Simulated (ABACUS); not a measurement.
Runs of ABACUS 3.10.1 on Bi. Symmetry: Im-3m, No. 229, cubic system. The conventional cell has a = 3.963 Å, b = 3.963 Å, c = 3.963 Å, α = 90.00°, β = 90.00°, γ = 90.00°. Around Bi (site symmetry m-3m) lie 8 Bi at 3.43 Å. This isn't the form of Bi at room conditions, which is rhombohedral.

```tsv
task	level	potentials or basis	cell	k mesh	cutoff (eV)	SCF threshold on the density	eigensolver	symmetry key	orbital files	max steps of the relaxation	mesh quality	gap on the mesh (eV)	pressure (GPa)	V0 of scaled cells (Å³/atom)	B0 (GPa)
single point	revTPSS	SG15 ONCV 1.2 PBE, plane waves	as given	6 × 6 × 6	1034	1e-08	dav	1	-	-	coarse	none	-2.1	-	-
single point	PBE	SPMS ONCV 1.0 PBE, DZP LCAO (the cutoffs set its grid)	as given	8 × 8 × 8	1361	1e-07	genelpa	1	Bi Bi_confined-atom_8au_2s2p2d.orb	-	not flagged	none	2.5	-	-
relaxation of cell and atoms	SOGGA	SG15 ONCV 1.2 PBE, plane waves	relaxed	7 × 7 × 7	898	1e-08	dav	1	-	60	not flagged	none	0.0	-	-
single point	WC	PseudoDojo NC SR 0.4.1 PBEsol standard, plane waves	as given	7 × 7 × 7	898	1e-08	dav	1	-	-	not flagged	none	(a)	-	-
equation of state	LDA-PW92	PseudoDojo NC SR 0.4.1 LDA stringent, plane waves	as given	7 × 7 × 7	1211	1e-08	dav	1	-	-	not flagged	-	-	(b)	63
single point	RPBE	PseudoDojo NC SR 0.4.1 PBE standard, plane waves	as given	7 × 7 × 7	898	1e-08	dav	1	-	-	not flagged	none	3.3	-	-
equation of state	WC	PseudoDojo NC SR 0.4.1 PBEsol standard, plane waves	as given	7 × 7 × 7	898	1e-08	dav	1	-	-	not flagged	-	-	30.74	60
single point	SCAN	SG15 ONCV 1.2 PBE, plane waves	as given	6 × 6 × 6	1034	1e-08	dav	1	-	-	coarse	none	(c)	-	-
single point	LDA-PW92	PseudoDojo NC SR 0.4.1 LDA stringent, plane waves	as given	7 × 7 × 7	1211	1e-08	dav	1	-	-	not flagged	none	-2.4	-	-
```

Alike in all rows: no spin polarisation; smearing fermi-dirac 0.05 eV.

Q: Estimate the missing entries.

A: (a) -0.7; (b) 29.86; (c) -1.3.

Caveats: some runs use coarse meshes; spin-orbit coupling is left out, which moves the levels of the heavy elements; the potentials were made for another functional, which shifts forces and pressure (some runs); the atomic orbitals were generated for these runs and aren't a published set (some runs); the basis of atomic orbitals isn't converged, which shifts pressures, moduli and gaps (some runs).

A k mesh can miss the band edges, and the runs leave out spin-orbit coupling on Bi.

A gap of «none» marks a metal or a gap under the smearing width.

The runs don't all hold the same shells in valence.
